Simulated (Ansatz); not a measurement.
ZrC:

```
CELL_PARAMETERS angstrom
3.39148 0.00000 0.00000
-1.69574 2.93710 0.00000
0.00000 0.00000 5.29005
ATOMIC_POSITIONS crystal
Zr 0.66667 0.33333 0.75000
Zr 0.33333 0.66667 0.25000
C 0.00000 0.00000 0.50000
C 0.00000 0.00000 0.00000
```

The cell comes from a database or a generator and needn't be the stable form of this composition.

Base run:

- Program: Ansatz 0.2.0
- Functional: r2SCAN
- Potentials or basis: Ansatz PAW
- Cutoff: 500 eV
- Density cutoff: 2000 eV
- k mesh: 9 × 9 × 5
- Occupations: fermi-dirac, width 0.05 eV
- Spin: no spin polarisation

Its results: band gap on the k mesh none (metal or under the smearing width); pressure -2.3 GPa.

After a change of settings the same cell gave: band gap on the k mesh none (metal or under the smearing width); pressure -11.8 GPa. Which change was it?
A. functional from r2SCAN to PBEsol; cutoff from 500 eV to 420 eV; density cutoff from 2000 eV to 1680 eV
B. functional from r2SCAN to PBEsol; cutoff from 500 eV to 420 eV; density cutoff from 2000 eV to 1680 eV; spin from no spin polarisation to spin-orbit coupling, no magnetisation; potential files from those of the base run to others of the same set
C. functional from r2SCAN to BLYP; cutoff from 500 eV to 420 eV; density cutoff from 2000 eV to 1680 eV; k mesh from 9 × 9 × 5 to 7 × 7 × 4
D. functional from r2SCAN to LDA; cutoff from 500 eV to 420 eV; density cutoff from 2000 eV to 1680 eV

D.

Caveats: the PAW data sets come from PBE, with cores solved anew for the run's functional, which leaves a small shift of forces and pressure.

Not every run made on this cell is shown here.
